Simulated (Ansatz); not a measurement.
# SCF log, Fe

We look at Fe: a measured crystal structure (space group Fm-3m, primitive cell doubled), with 2 atoms per cell. The computed pressure is over 10 GPa in size, so the cell is far from the computed equilibrium volume. Source: COD entry 9014287, which need not be the ambient phase.

Computed with DFT, LDA, PAW, plane waves, scalar-relativistic in Ansatz.

The input:

```yaml
crystal:
  lattice:
    - [0.0, 3.544, 3.544]
    - [1.772, 0.0, 1.772]
    - [1.772, 1.772, 0.0]
  atoms:
    - { symbol: Fe, position: [0.0, 0.0, 0.0], spin: 4.0 }
    - { symbol: Fe, position: [0.5, 0.0, 0.0], spin: -4.0 }
  symmetry: { detect: false, time_reversal: true }
magnetization:
  spin_polarized: true
hamiltonian:
  xc: lda
  pseudopotentials: { kind: paw }
basis:
  ecutwfc: 420
kpoints:
  mp_grid: { grid: [8, 15, 15] }
scf:
  occupations: { method: fermi_dirac, width: 0.1 }
  lower_state_search: "off"
output:
  forces: true
  stress: true
```

Output (shortened):

```
Pseudopotentials: kind: paw
Pseudopotential: Fe, paw, valence charge 16, recommended cutoff 420 eV (normal), Fe.paw.azcp
Functional definition: SPW92
Crystal: 2 atoms, lattice volume = 22.256 Å³
Basis set: ecut = 420 eV, 457 PW (Γ)
Bands: 24, of which v1, the nominal top of the filled ones, is band 16 counted from 1 (15 counted from 0)
Symmetry: 1 space group operations
k-points: 901 of 1800 (time reversal used)
Non-local potential: Fe, projectors of the file, l = 0: 3, l = 1: 2, l = 2: 3, l = 3: 1
PAW frozen core: Fe, regenerated for the run's functional, and the local potential with it (the file was generated under x = pbe(κ = 0.804, μ = 0.2195149727645171), c = pbe(β = 0.06672455060314922))
Initial density: superposition of atomic densities (chi_scale 0.1, normalization cell)
Starting moments: Σ|m| = 8 μB on 2 of 2 sites
Initial wavefunctions: pseudopotential atomic-orbital guess
Functional: x = slater, c = lda
SCF iter   1: F=—  HF=-8838.890476 eV  |F-HF|=—  |Δ(HF+E_count)|=         —  Δρ=1.43e-1 (↑1.43e-1 ↓1.43e-1)  dr2=1.23e0  dr2_m=3.66e0  M=-0.000 μB ∫|m|=5.144 μB  β_m=0.30  ethr=3.10e-3  ⟨swp⟩=4.8  Hψ=159851  notcnv=0  defer=357
Mixer restart at iter 1: flushing history
preconditioner: auto → none  [metal: Δε(μ)=0.003 eV  Ē_g=10.528 eV  σ=0.100 eV  W_gap=0.01  n_scr=2 (ndim 8)  ℏωp=31.5 eV  f_vac=0.000  D(μ)=2.40/eV (n_scr^D=28)  sad-step TF]
spin-set hold released at iteration 1 (the charge has settled, or the pull on large starting moments outlasts its swing): the magnetisation degrees of freedom join the quasi-Newton model from the next iteration; the mixer history was flushed
SCF iter   2: F=—  HF=-8839.008747 eV  |F-HF|=—  |Δ(HF+E_count)|=   1.18e-1  Δρ=1.07e-1 (↑1.07e-1 ↓1.07e-1)  dr2=2.62e-1  dr2_m=2.24e0  M=-0.000 μB ∫|m|=4.931 μB  β_m=0.65  ethr=3.10e-3  ⟨swp⟩=2.0  Hψ=68494  notcnv=0  defer=1502
SCF iter   3: F=—  HF=-8840.089565 eV  |F-HF|=—  |Δ(HF+E_count)|=    1.08e0  Δρ=9.07e-2 (↑9.07e-2 ↓9.07e-2)  dr2=2.30e0  dr2_m=8.37e-1  M=0.000 μB ∫|m|=3.756 μB  β_m=0.53  ethr=8.19e-4  ⟨swp⟩=3.1  Hψ=90283  notcnv=0  defer=1502
SCF iter   4: F=—  HF=-8839.639873 eV  |F-HF|=—  |Δ(HF+E_count)|=   4.50e-1  Δρ=2.50e-2 (↑2.50e-2 ↓2.50e-2)  dr2=4.27e-2  dr2_m=1.01e-1  M=0.000 μB ∫|m|=3.168 μB  β_m=0.76  ethr=8.19e-4  ⟨swp⟩=3.0  Hψ=108882  notcnv=0  defer=1428
SCF iter   5: F=—  HF=-8839.699171 eV  |F-HF|=—  |Δ(HF+E_count)|=   5.93e-2  Δρ=9.23e-3 (↑8.35e-3 ↓9.23e-3)  dr2=1.31e-2  dr2_m=9.22e-3  M=-0.002 μB ∫|m|=2.433 μB  β_m=0.86  ethr=1.33e-4  ⟨swp⟩=2.2  Hψ=76653  notcnv=0  defer=1460
SCF iter   6: F=—  HF=-8839.721964 eV  |F-HF|=—  |Δ(HF+E_count)|=   2.28e-2  Δρ=2.73e-2 (↑2.73e-2 ↓1.81e-2)  dr2=5.48e-1  dr2_m=6.13e-3  M=0.058 μB ∫|m|=2.187 μB  β_m=0.61  ethr=4.09e-5  ⟨swp⟩=2.2  Hψ=73735  notcnv=0  defer=1467  recentre
SCF iter   7: F=—  HF=-8839.720228 eV  |F-HF|=—  |Δ(HF+E_count)|=   1.74e-3  Δρ=2.63e-2 (↑1.87e-2 ↓2.63e-2)  dr2=5.48e-1  dr2_m=5.42e-3  M=-0.057 μB ∫|m|=2.171 μB  β_m=0.42  ethr=4.09e-5  ⟨swp⟩=2.2  Hψ=71701  notcnv=0  defer=1471
SCF iter   8: F=—  HF=-8839.704995 eV  |F-HF|=—  |Δ(HF+E_count)|=   1.52e-2  Δρ=1.68e-3 (↑1.68e-3 ↓1.63e-3)  dr2=2.03e-4  dr2_m=4.56e-4  M=0.001 μB ∫|m|=1.996 μB  β_m=0.71  ethr=4.09e-5  ⟨swp⟩=1.7  Hψ=63589  notcnv=0  defer=1474
SCF iter   9: F=—  HF=-8839.705787 eV  |F-HF|=—  |Δ(HF+E_count)|=   7.93e-4  Δρ=7.31e-4 (↑6.89e-4 ↓7.31e-4)  dr2=4.41e-5  dr2_m=6.04e-5  M=-0.000 μB ∫|m|=1.963 μB  β_m=0.77  ethr=6.35e-7  ⟨swp⟩=2.0  Hψ=74291  notcnv=0  defer=1470
SCF iter  10: F=—  HF=-8839.705809 eV  |F-HF|=—  |Δ(HF+E_count)|=   2.17e-5  Δρ=1.08e-4 (↑8.70e-5 ↓1.08e-4)  dr2=3.14e-6  dr2_m=8.87e-7  M=-0.000 μB ∫|m|=1.933 μB  β_m=0.76  ethr=1.38e-7  ⟨swp⟩=2.1  Hψ=68596  notcnv=0  defer=1470
SCF iter  11: F=—  HF=-8839.705810 eV  |F-HF|=—  |Δ(HF+E_count)|=   6.53e-7  Δρ=4.88e-5 (↑4.43e-5 ↓4.88e-5)  dr2=1.81e-7  dr2_m=3.88e-7  M=-0.000 μB ∫|m|=1.929 μB  β_m=0.87  ethr=9.82e-9  ⟨swp⟩=1.6  Hψ=51422  notcnv=0  defer=1470
SCF iter  12: F=—  HF=-8839.705810 eV  |F-HF|=—  |Δ(HF+E_count)|=   4.45e-7  Δρ=3.72e-5 (↑3.72e-5 ↓3.18e-5)  dr2=2.98e-7  dr2_m=1.49e-7  M=-0.000 μB ∫|m|=1.927 μB  β_m=0.80  ethr=3.13e-10  ⟨swp⟩=4.0  Hψ=132897  notcnv=0
SCF iter  13: F=—  HF=-8839.705811 eV  |F-HF|=—  |Δ(HF+E_count)|=   3.25e-7  Δρ=4.38e-5 (↑4.38e-5 ↓4.27e-5)  dr2=1.01e-6  dr2_m=7.09e-9  M=-0.000 μB ∫|m|=1.925 μB  β_m=0.56  ethr=5.66e-10  ⟨swp⟩=2.0  Hψ=74379  notcnv=0  defer=1473
SCF iter  14: F=-8839.705810 eV  HF=-8839.705810 eV  |F-HF|=1.07e-8  |Δ(HF+E_count)|=   2.32e-7  Δρ=7.94e-6 (↑7.25e-6 ↓7.94e-6)  dr2=2.11e-8  dr2_m=3.38e-9  M=-0.000 μB ∫|m|=1.925 μB  ethr=3.13e-10  ⟨swp⟩=2.1  Hψ=152119  notcnv=0
SCF 1 converged in 14 iterations: F = -8839.705810 eV  dr2 = 2.11e-8
  greatest PAW one-centre occupation: 1.001 electrons in one spin orbital (limit 2), on the Fe atom at site 1 (counted from 0), in its partial waves of l = 1
SCF converged after 14 iterations
Magnetization: -0.0000 μB (16.0000 up, 16.0000 down)
Absolute magnetization: 1.9247 μB (∫|ρ↑−ρ↓|, with the PAW one-centre terms)
Spin contamination: 0.4893 ħ² per cell (⟨S²⟩ above its minimum at these occupations)
Per-site moments (μB) at R_I (Å): [(0.9404, 1.0337), (-0.9404, 1.0337)]
Free energy (F): -8839.705810 eV
Harris-Foulkes:  -8839.705810 eV  (|F-HF|=1.07e-8)
Internal energy: -8839.583670 eV  (E = F + TS)
E sigma→0 (E₀):  -8839.644740 eV
Entropy (-TS):   -0.122140 eV (-61.070 meV/atom)
Fermi energy:    18.595245 eV
--- Per-component energies (eV) ---
  E_band       = -419.359942
  E_kinetic    = 704.384201
  E_local      = -4077.225241  (includes V_loc(G=0)·N_el)
  E_nonlocal   = 438.280817
  E_hartree    = 1705.437936
  E_xc         = -235.296312
  E_vxc        = -304.520032  (∫ρ·V_xc dr)
  E_paw        = -2607.002261  (= ΣΔE_a)
  E_vpaw       = -591.168649  (= ΣTr[D̂ρ^β])
  E_aug_tail   = 0.001228  (compensation charges beyond the density's cutoff)
  E_ewald      = -4768.967110
  E_core_change = 0.803071  (= ΣΔE_core)
  E_smearing   = -0.122140  (= −TS)
  E_closure    = 0.000000  (closes the sum)
  Σ components = -8839.705810   (vs F -8839.705810, Δ=0.00e0)
--- Forces (eV/Å), atoms counted from 1 ---
  atom   1  Fe    -0.00000031     0.00000028     0.00000030
  atom   2  Fe     0.00000028    -0.00000030    -0.00000030
  max |Σ_I F_I| component: 2.95e-8 eV/Å
--- Stress (GPa, compression-positive) ---
      -31.256890      -1.474620      -1.474620
       -1.474620     -31.342063       1.492006
       -1.474620       1.492006     -31.342062
  P = ⅓ Tr σ = -31.3137 GPa (-313.137 kbar)
```

Among 14 converged runs of this cell from various starts and settings, this end is the lowest found.

The mesh has less symmetry than the lattice, which lowers the symmetry of the run.

The run took 85 s on 2 threads of Intel(R) Xeon(R) Platinum 8375C CPU @ 2.90GHz, on a shared host, peak memory 1.2 GiB.
